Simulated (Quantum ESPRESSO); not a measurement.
Sn:

```
Sn
1.0
     0.00000    3.23334    3.23334
     3.23334    0.00000    3.23334
     3.23334    3.23334    0.00000
Sn
2
Direct
  0.75000 0.75000 0.75000
  0.50000 0.50000 0.50000
```

This isn't the form of Sn at room conditions, which is tetragonal (white tin).

| Item | Value |
| --- | --- |
| Program | Quantum ESPRESSO 7.5 |
| Task | phonons |
| Functional | PBEsol |
| Potentials or basis | PseudoDojo 0.4.1 SR PBEsol standard |
| Cutoff | 980 eV |
| Density cutoff | 3918 eV |
| k mesh | 7 × 7 × 7 |
| Occupations | methfessel-paxton, width 0.272 eV |
| Spin | no spin polarisation |
| Mixing beta | 0.5 |
| Most SCF iterations | 120 |
| SCF threshold | 4e-10 Ry |

Problem. Where do the zone-centre optical modes lie?

Solution. T2g at 187 cm⁻¹ (Raman).

Optical modes at Γ, degenerate ones joined:
| cm⁻¹ | components | symmetry | active in |
| --- | --- | --- | --- |
| 187 | 3 | T2g | Raman |
